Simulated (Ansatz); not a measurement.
# SnO2: the cell at several levels of theory

An exercise on one series of results from a longer session: the logs are not shown, and one member is left open.

Code: Ansatz 0.2.0. PAW datasets, plane waves, zero pressure. No spin polarisation. The prototype was imposed, so other structures may be more stable.

### The cell

This is the cell as the run starts from it, not yet at rest; its lengths are not the crystal's.

Space group Fm-3m (No. 225), cubic; conventional cell a = 4.902 Å, 9.82 Å³ an atom. Around Sn lie 8 O at 2.12 Å; around O lie 4 Sn at 2.12 Å.

The structure in full:

```xyz
3
Lattice="0.0000 2.4510 2.4510 2.4510 0.0000 2.4510 2.4510 2.4510 0.0000" Properties=species:S:1:pos:R:3 pbc="T T T"
Sn    0.0000    0.0000    0.0000
O     1.2255    1.2255    1.2255
O     3.6766    3.6766    3.6766
```

Set-up of the first run:

input.yaml reads:

```yaml
crystal:
  lattice:
    - [0.0, 2.4510416331, 2.4510416331]
    - [2.4510416331, 0.0, 2.4510416331]
    - [2.4510416331, 2.4510416331, 0.0]
  atoms:
    - { symbol: Sn, position: [0.0, 0.0, 0.0] }
    - { symbol: O, position: [0.25, 0.25, 0.25] }
    - { symbol: O, position: [0.75, 0.75, 0.75] }
kpoints:
  mp_grid: { grid: [8, 8, 8] }
hamiltonian:
  xc: pbe
scf:
  occupations: { method: fermi_dirac, width: 0.02 }
relax:
  f_tol: 0.005
  cell: {}
output:
  write_density: true
  write_potential: true
  elf: true
  volumetric_format: npy
```

The run is started by

```
$ ansatz run input.yaml --threads 2 --pin off --max-ram 2211MiB --backend cpu --events-out ev --progress --plain --runs-dir out
```

Among the steps run: PBE: cell and atoms; Relaxation with r2SCAN; Relaxing with PBEsol; Relaxing with LDA; HSE06: cell and atoms.

One table of the session follows, with a row left open; its other results are not shown here.

| level | a (Å) | volume (Å³/atom) |
| --- | --- | --- |
| PBE | 5.144 | 11.343 |
| r2SCAN | 5.067 | 10.841 |
| PBEsol | 5.084 | 10.953 |
| LDA | ? | ? |
| HSE06 | 5.047 | 10.716 |

Estimate the missing values for LDA.

As computed: a (Å): 5.040; volume (Å³/atom): 10.668. In the column «a (Å)» it is the lowest.

The first relaxation changed the volume by +15.6 % from the start. The volume runs from LDA (least) to PBE (most), a spread of 6.3 %, or 2.1 % in length if all axes shared it alike. The meshes differ: PBE 8×8×8, r2SCAN 8×8×8, PBEsol 8×8×8, LDA 8×8×8, HSE06 6×6×6.
